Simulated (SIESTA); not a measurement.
The system is Bi2Se3 (Paraguanajuatite).

```
CELL_PARAMETERS angstrom
2.07150 1.19598 9.54533
-2.07150 1.19598 9.54533
0.00000 -2.39196 9.54533
ATOMIC_POSITIONS crystal
Bi 0.59920 0.59920 0.59920
Bi 0.40080 0.40080 0.40080
Se 0.78830 0.78830 0.78830
Se 0.21170 0.21170 0.21170
Se 0.00000 0.00000 0.00000
```

Base run:

```yaml
Program: SIESTA 5.4.2
Functional: PBE
Potentials_or_basis: PseudoDojo 0.4 standard (PBE files)
Basis: SZ (energy shift 0.02 Ry)
Grid_cutoff: 500 Ry
Energy_shift: 0.02 Ry
k_mesh: 8 × 8 × 8
Occupations: fermi-dirac, width 0.05 eV
Spin: no spin polarisation
```

Its results: band gap on the k mesh 0.03 eV, direct; pressure 1.0 GPa; largest force 0.882 eV/Å.

Problem. The run is repeated on the same cell with these changes: basis from SZ (energy shift 0.02 Ry) to SZ (energy shift 0.002 Ry); energy shift from 0.02 Ry to 0.002 Ry. What comes out?

Solution. Band gap on the k mesh 0.13 eV, direct; pressure 9.6 GPa; largest force 1.471 eV/Å.

Caveats: the basis has no polarisation orbitals; spin-orbit coupling is left out, which as a rule narrows the gap of such compounds by several tenths of an eV; the basis of atomic orbitals isn't converged, which shifts pressures, moduli and gaps; forces of over 1 eV/Å show positions far from the minimum, so gaps and moduli don't describe the material at rest (some runs).
